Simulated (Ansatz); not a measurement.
Ti2Co:

```
Co Ti
1.0
     0.00000    3.36500    3.36500
     3.36500    0.00000    3.36500
     3.36500    3.36500    0.00000
Co Ti
2 4
Direct
  0.75000 0.75000 0.75000
  0.50000 0.50000 0.50000
  0.12500 0.62500 0.12500
  0.12500 0.12500 0.62500
  0.62500 0.12500 0.12500
  0.12500 0.12500 0.12500
```

* Program: Ansatz 0.2.0
* Task: relaxation of cell and atoms
* Functional: PBEsol
* Potentials or basis: Ansatz PAW
* Cutoff: 420 eV (not typed: the program's choice for these potentials)
* k mesh: 7 × 7 × 7
* Occupations: fermi-dirac, width 0.05 eV
* Spin: collinear spin, ferromagnetic start
* Starting moments: [2.0, 2.0, 1.0, 1.0, 1.0, 1.0] μB

At the start: volume 12.70 Å³/atom.

Problem. How do energy, volume and symmetry change on relaxing?

Solution. It ends after 7 steps and the volume is 14.17 Å³/atom (+11.5 %); space group Fd-3m (No. 227, to 0.05 Å); moment 1.82 μB per cell.

Step by step:
```
step  energy change (eV)  largest force (eV/Å)  volume (Å³)
   1              0.0000                0.0000        76.21
   2             -0.3338                0.0000        81.50
   3             -0.3828                0.0000        84.30
   4             -0.3838                0.0000        84.80
   5             -0.3924                0.0000        84.80
   6             -0.3925                0.0000        84.99
   7             -0.3926                0.0000        84.99
```

Final structure:
```cif
data_structure
_symmetry_space_group_name_H-M 'P 1'
_symmetry_Int_Tables_number 1
_cell_length_a 4.9352
_cell_length_b 4.9352
_cell_length_c 4.9352
_cell_angle_alpha 60.000
_cell_angle_beta 60.000
_cell_angle_gamma 60.000
_cell_volume 84.99
loop_
_atom_site_label
_atom_site_type_symbol
_atom_site_fract_x
_atom_site_fract_y
_atom_site_fract_z
_atom_site_occupancy
Co1 Co 0.75000 0.75000 0.75000 1
Co2 Co 0.50000 0.50000 0.50000 1
Ti1 Ti 0.12500 0.62500 0.12500 1
Ti2 Ti 0.12500 0.12500 0.62500 1
Ti3 Ti 0.62500 0.12500 0.12500 1
Ti4 Ti 0.12500 0.12500 0.12500 1
```

Caveat: the plane-wave basis is chosen anew once the cell has moved, so the energies of steps on either side of that aren't comparable; the PAW data sets come from PBE, with cores solved anew for the run's functional, which leaves a small shift of forces and pressure.
